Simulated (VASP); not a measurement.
# NaCl (R-3m) in VASP: notebook

Aim: see how the results for NaCl move with the level of theory and the settings. Levels: r2SCAN, PBE. Tasks: single point.

Everything below comes from runs of VASP 6.6.1. Logs are shortened: lines on timing, memory, paths and dates and some standing lists are left out, and cuts for length are marked.

## 1. The cell of the first run

The structure is trigonal, space group R-3m (No. 166). Conventional cell: a = 4.053 Å, b = 4.053 Å, c = 9.539 Å, α = 90.00°, β = 90.00°, γ = 120.00°. Na (site symmetry -3m) is surrounded by 6 Cl at 2.83 Å. Around Cl (site symmetry -3m) lie 6 Na at 2.83 Å.

The cell was built by a generator and needn't be a form met in nature.

## 2. Single point, r2SCAN (epitaxial_111 strain +2.3%)

Input file POSCAR:

```
NaCl
1.0
   -0.0749121057      2.7911276948      2.7911276948
    2.7911276948     -0.0749121057      2.7911276948
    2.7911276948      2.7911276948     -0.0749121057
Na Cl
1 1
Direct
    0.0000000000      0.0000000000      0.0000000000
    0.5000000000      0.5000000000      0.5000000000
```

Input file INCAR.step1:

```
PREC = Accurate
ENCUT = 520
ISMEAR = 0
SIGMA = 0.01
LREAL = False
LASPH = True
NELM = 100
NBANDS = 14
GGA = PE
ALGO = Normal
EDIFF = 1E-4
LWAVE = True
LCHARG = False
```

Input file INCAR.step2:

```
PREC = Accurate
ENCUT = 520
EDIFF = 1E-6
ISMEAR = 0
SIGMA = 0.01
LREAL = False
LASPH = True
NELM = 100
ALGO = Normal
ISIF = 2
LWAVE = False
LCHARG = False
METAGGA = R2SCAN
LMIXTAU = True
NBANDS = 14
ISTART = 1
```

Input file KPOINTS:

```
regular mesh
0
Gamma
  8 8 8
```

Potentials or basis: VASP PAW PBE potentials, release 64 (Na_pv, Cl).

Started as:

```console
cat potpaw_PBE.64/Na_pv/POTCAR potpaw_PBE.64/Cl/POTCAR > POTCAR
cp INCAR.step1 INCAR
mpirun -np 1 vasp_std > vasp.out
cp INCAR.step2 INCAR
mpirun -np 1 vasp_std > vasp.out
```

OUTCAR:

```text
PREC = Accurate
   ENCUT = 520
   EDIFF = 1E-6
   ISMEAR = 0
   LREAL = False
   LASPH = True
   NELM = 100
   ISIF = 2
   METAGGA = R2SCAN
   ISTART = 1

 ion  position               nearest neighbor table
   1  0.000  0.000  0.000-
   2  0.500  0.500  0.500-

  LATTYP: Found a trigonal (rhomboedric) cell.
 ALAT       =     3.9479614285
 COS(alpha) =     0.4729902715

  Lattice vectors:

 A1 = (  -0.0749121057,   2.7911276948,   2.7911276948)
 A2 = (   2.7911276948,  -0.0749121057,   2.7911276948)
 A3 = (   2.7911276948,   2.7911276948,  -0.0749121057)

Analysis of symmetry for initial positions (statically):
=====================================================================
 Subroutine PRICEL returns:
 Original cell was already a primitive cell.

 Routine SETGRP: Setting up the symmetry group for a
 trigonal (rhombohedral) supercell.

 Subroutine GETGRP returns: Found 12 space group operations
 (whereof 12 operations were pure point group operations)
 out of a pool of 12 trial point group operations.

The static configuration has the point symmetry D_3d.

Analysis of symmetry for dynamics (positions and initial velocities):
=====================================================================
 Subroutine PRICEL returns:
 Original cell was already a primitive cell.

 Routine SETGRP: Setting up the symmetry group for a
 trigonal (rhombohedral) supercell.

 Subroutine GETGRP returns: Found 12 space group operations
 (whereof 12 operations were pure point group operations)
 out of a pool of 12 trial point group operations.

The dynamic configuration has the point symmetry D_3d.

 Subroutine INISYM returns: Found 12 space group operations
 (whereof 12 operations are pure point group operations),
 and found     1 'primitive' translations

----------------------------------------------------------------------------------------

                                     Primitive cell

  volume of cell :      45.2383

  direct lattice vectors                    reciprocal lattice vectors
    -0.074912106  2.791127695  2.791127695    -0.172083754  0.176829753  0.176829753
     2.791127695 -0.074912106  2.791127695     0.176829753 -0.172083754  0.176829753
     2.791127695  2.791127695 -0.074912106     0.176829753  0.176829753 -0.172083754

  length of vectors
     3.947961429  3.947961429  3.947961429     0.303562748  0.303562748  0.303562748

  position of ions in fractional coordinates (direct lattice)
     0.000000000  0.000000000  0.000000000
     0.500000000  0.500000000  0.500000000

  ion indices of the primitive-cell ions
   primitive index   ion index
                 1           1
                 2           2

----------------------------------------------------------------------------------------

 KPOINTS: regular mesh

Automatic generation of k-mesh.
 Grid dimensions read from file:
 generate k-points for:    8    8    8

 Generating k-lattice:

  Cartesian coordinates                     Fractional coordinates (reciprocal lattice)
    -0.021510469  0.022103719  0.022103719     0.125000000 -0.000000000 -0.000000000
     0.022103719 -0.021510469  0.022103719    -0.000000000  0.125000000 -0.000000000
     0.022103719  0.022103719 -0.021510469    -0.000000000 -0.000000000  0.125000000

  Length of vectors
     0.037945343  0.037945343  0.037945343

  Shift w.r.t. Gamma in fractional coordinates (k-lattice)
     0.000000000  0.000000000  0.000000000

 Subroutine IBZKPT returns following result:
 ===========================================

 Found     65 irreducible k-points:

 Following reciprocal coordinates:
            Coordinates               Weight
  0.000000  0.000000  0.000000      1.000000
  0.125000 -0.000000 -0.000000      6.000000
  0.250000 -0.000000 -0.000000      6.000000
  0.375000  0.000000  0.000000      6.000000
  0.500000 -0.000000 -0.000000      3.000000
  0.125000  0.125000  0.000000      6.000000
[... 16 lines left out ...]
  0.250000  0.125000  0.125000      6.000000
  0.375000  0.125000  0.125000      6.000000
 [... further k-points ...]
   k-points           NKPTS =     65   k-points in BZ     NKDIM =     65   number of bands    NBANDS=     14
   number of dos      NEDOS =    301   number of ions     NIONS =      2
   total plane-waves  NPLWV =  27000
   dimension x,y,z NGX =    30 NGY =   30 NGZ =   30
   dimension x,y,z NGXF=    60 NGYF=   60 NGZF=   60
   ions per type =               1   1
   NGX,Y,Z   is equivalent  to a cutoff of  12.63, 12.63, 12.63 a.u.
   NGXF,Y,Z  is equivalent  to a cutoff of  25.27, 25.27, 25.27 a.u.
 SYSTEM =  unknown system
   PREC   = accura    normal or accurate (medium, high low for compatibility)
   ISTART =      1    job   : 0-new  1-cont  2-samecut
   ICHARG =      0    charge: 1-file 2-atom 10-const
   ISPIN  =      1    spin polarized calculation?
   LNONCOLLINEAR =      F non collinear calculations
   LSORBIT =      F    spin-orbit coupling
   LASPH  =      T    aspherical Exc in radial PAW
   ENCUT  =  520.0 eV  38.22 Ry    6.18 a.u.   7.34  7.34  7.34*2*pi/ulx,y,z
   NELM   =    100;   NELMIN=  2; NELMDL=  0     # of ELM steps
   EDIFF  = 0.1E-05   stopping-criterion for ELM
   LREAL  =      F    real-space projection
   EDIFFG = 0.1E-04   stopping-criterion for IOM
   NSW    =      0    number of steps for IOM
   IBRION =     -1    ionic relax: 0-MD 1-quasi-New 2-CG
   NFREE  =      0    steps in history (QN), initial steepest desc. (CG)
   ISIF   =      2    stress and relaxation
   ISYM   =      2    0-nonsym 1-usesym 2-fastsym
   POTIM  = 0.5000    time-step for ionic-motion
   TEBEG  =    0.0;   TEEND  =   0.0 temperature during run
   PSTRESS=    0.0 pullay stress
   NELECT =      14.0000    total number of electrons
   NUPDOWN=      -1.0000    fix difference up-down
   EMIN   =  10.00;   EMAX   =-10.00  energy-range for DOS
   EFERMI =   0.00;   METHOD = LEGACY
   ISMEAR =     0;   SIGMA  =   0.01  broadening in eV -4-tet -1-fermi 0-gaus
   EFERMI_NEDOS =   21; number of points for ismear=-14 and -15
   IALGO  =     38    algorithm
   IMIX   =      4    mixing-type and parameters
     AMIX     =   0.40;   BMIX     =  1.00
     AMIX_MAG =   1.60;   BMIX_MAG =  1.00
  volume/ion in A,a.u.               =      22.62       152.64
  Fermi-wavevector in a.u.,A,eV,Ry     =   1.107343  2.092574 16.683566  1.226207
  Thomas-Fermi vector in A             =   2.243856
   LORBIT       =      0    0 simple, 1 ext, 2 COOP (PROOUT), +10 PAW based schemes
   METAGGA = R2SCAN    functional components
   LHFCALC =     F    Hartree Fock is set to
   AEXX    =    0.0000 exact exchange contribution
   IVDW    =     0    specifies the selected vdW correction
   LEPSILON=     F    determine dielectric tensor
   LRPA    =     F    only Hartree local field effects (RPA)
 non-spin polarized calculation
 Gauss-broadening in eV      SIGMA  =   0.01
  energy-cutoff  :      520.00
  volume of cell :       45.24
 maximum number of plane-waves:      1236
 NGX is ok and might be reduce to    30
   NGX = 15   NGY = 15   NGZ = 15

 number of electron      13.9999993 magnetization

 Free energy of the ion-electron system (eV)
  ---------------------------------------------------
  ext. energy  EPLUGINS =         0.00000000
  ---------------------------------------------------
  free energy    TOTEN  =       -13.78186181 eV

  energy without entropy =      -13.78186181  energy(sigma->0) =      -13.78186181

 E-fermi :  -0.9728     XC(G=0):  -8.6041

 val. band max:       -1.1134772860   @ k =   0.0000   0.0000   0.0000
 cond. band min:       4.6663629121   @ k =   0.0000   0.0000   0.0000
 fundamental gap:      5.7798401981
 Fermi energy:        -0.9727665697

 k-point     1 :       0.0000    0.0000    0.0000
  band No.  band energies     occupation
      1     -22.7560      2.00000
      2     -22.7505      2.00000
      3     -22.7505      2.00000
      4     -14.4128      2.00000
      5      -1.2559      2.00000
      6      -1.2559      2.00000
      7      -1.1135      2.00000
      8       4.6664      0.00000
      9      10.3572      0.00000
     10      10.3572      0.00000
     11      10.9381      0.00000
     12      12.7909      0.00000
     13      12.7909      0.00000
     14      14.3399      0.00000

 k-point     2 :       0.1250   -0.0000   -0.0000
  band No.  band energies     occupation
      1     -22.7573      2.00000
      2     -22.7535      2.00000
      3     -22.7507      2.00000
      4     -14.3676      2.00000
      5      -1.5912      2.00000
      6      -1.2929      2.00000
      7      -1.1698      2.00000
      8       5.1488      0.00000
      9       9.9062      0.00000
     10      10.5624      0.00000
     11      11.0807      0.00000
     12      12.5365      0.00000
     13      12.6274      0.00000
     14      15.3390      0.00000

 k-point     3 :       0.2500   -0.0000   -0.0000
  band No.  band energies     occupation
      1     -22.7652      2.00000
      2     -22.7558      2.00000
      3     -22.7511      2.00000
      4     -14.2557      2.00000
      5      -2.2966      2.00000
      6      -1.3798      2.00000
      7      -1.2721      2.00000
      8       6.1102      0.00000
      9       9.4185      0.00000
     10      10.7713      0.00000
     11      11.1684      0.00000
     12      12.6431      0.00000
     13      12.9813      0.00000
     14      15.4894      0.00000
[... 324 lines left out ...]
 k-point    23 :       0.2500    0.1250    0.1250
  band No.  band energies     occupation
      1     -22.7642      2.00000
      2     -22.7537      2.00000
      3     -22.7506      2.00000
      4     -14.2927      2.00000
      5      -1.9324      2.00000
      6      -1.4027      2.00000
      7      -1.3282      2.00000
      8       5.8238      0.00000
      9       9.5121      0.00000
     10      10.9233      0.00000
     11      10.9255      0.00000
     12      11.7958      0.00000
     13      13.0578      0.00000
     14      16.3810      0.00000

 k-point    24 :       0.3750    0.1250    0.1250
  band No.  band energies     occupation
      1     -22.7705      2.00000
      2     -22.7572      2.00000
      3     -22.7510      2.00000
      4     -14.1815      2.00000
      5      -2.5312      2.00000
      6      -1.5377      2.00000
      7      -1.4141      2.00000
      8       6.7676      0.00000
      9       9.1601      0.00000
     10      10.5887      0.00000
     11      11.0399      0.00000
     12      12.1131      0.00000
     13      14.3755      0.00000
     14      16.3741      0.00000

 [... further k-points ...]

------------------------ aborting loop because EDIFF is reached ----------------------------------------

  FORCE on cell =-STRESS in cart. coord.  units (eV):
  Direction    XX          YY          ZZ          XY          YZ          ZX
  --------------------------------------------------------------------------------------
  -------------------------------------------------------------------------------------
  Total       -0.2503553     -0.2503553     -0.2503553      0.1027483      0.1027483      0.1027483
  in kB       -8.8666755     -8.8666755     -8.8666755      3.6389712      3.6389712      3.6389712
  external PRESSURE =      -8.8666755 kB  Pullay stress =       0.0000000 kB

 VOLUME and BASIS-vectors are now :
 -----------------------------------------------------------------------------
  energy-cutoff  :      520.00
  volume of cell :       45.24
      direct lattice vectors                 reciprocal lattice vectors
    -0.074912106  2.791127695  2.791127695    -0.172083754  0.176829753  0.176829753
     2.791127695 -0.074912106  2.791127695     0.176829753 -0.172083754  0.176829753
     2.791127695  2.791127695 -0.074912106     0.176829753  0.176829753 -0.172083754

 POSITION                                       TOTAL-FORCE (eV/Angst)
 -----------------------------------------------------------------------------------
      0.00000      0.00000      0.00000        -0.000000     -0.000000      0.000000
      2.75367      2.75367      2.75367         0.000000      0.000000     -0.000000
 -----------------------------------------------------------------------------------
    total drift:                               -0.000000      0.000000      0.000000

  FREE ENERGIE OF THE ION-ELECTRON SYSTEM (eV)
  ---------------------------------------------------
  free  energy   TOTEN  =       -13.7818618073 eV

  energy  without entropy=      -13.7818618073  energy(sigma->0) =      -13.78186181
```

Wall time 68 s (1 thread of Intel Xeon 6975P-C (Granite Rapids), shared host); peak memory 0.18 GiB.

Results:

```yaml
Free_energy: -13.7819 eV
Pressure: -0.9 GPa
Band_gap_on_the_k_mesh: 5.78 eV, direct
```

Caveat: the PAW data sets were made with another functional, which shifts forces and pressure a little.

## 3. Single point, PBE (epitaxial_111 strain +2.3%)

Input file INCAR:

```
SYSTEM = NaCl
PREC = Accurate
ENCUT = 520
EDIFF = 1E-6
ISMEAR = -1
SIGMA = 0.02
LREAL = .FALSE.
LASPH = .TRUE.
NELM = 60
ALGO = Fast
ISIF = 2
LWAVE = .FALSE.
LCHARG = .FALSE.
GGA = PE
NBANDS = 14
```

Input file KPOINTS:

```
regular mesh
0
G
  8 8 8
  0 0 0
```

POSCAR is that of step 2.

Potentials or basis: VASP PAW PBE potentials, release 64 (Na_pv, Cl).

Started as:

```console
cat potpaw_PBE.64/Na_pv/POTCAR potpaw_PBE.64/Cl/POTCAR > POTCAR
mpirun -np 1 vasp_std > vasp.out
```

Run time: 23 s. Hardware: 1 thread of Intel Xeon 6975P-C (Granite Rapids), shared host; peak memory 0.17 GiB.

Results (log left out):

```
Free energy            : -6.7727 eV
Pressure               : 0.5 GPa
Band gap on the k mesh : 4.97 eV, direct
```

Stress tensor (GPa, compression positive):
```
0.48 0.31 0.31
0.31 0.48 0.31
0.31 0.31 0.48
```

Levels at points of the mesh, in eV from the valence-band top:
| k point | band 5 | band 6 | band 7 | band 8 | band 9 | band 10 |
| --- | --- | --- | --- | --- | --- | --- |
| (0.00, 0.00, 0.00) | -0.14 | -0.14 | 0.00 | 4.97 | 10.84 | 10.84 |
| (0.50, 0.00, 0.00) | -2.00 | -0.36 | -0.28 | 7.19 | 10.36 | 10.77 |
| (0.50, 0.50, 0.00) | -1.73 | -0.75 | -0.61 | 7.39 | 8.02 | 11.15 |
| (0.50, 0.50, 0.50) | -1.96 | -0.43 | -0.43 | 7.08 | 10.63 | 10.63 |
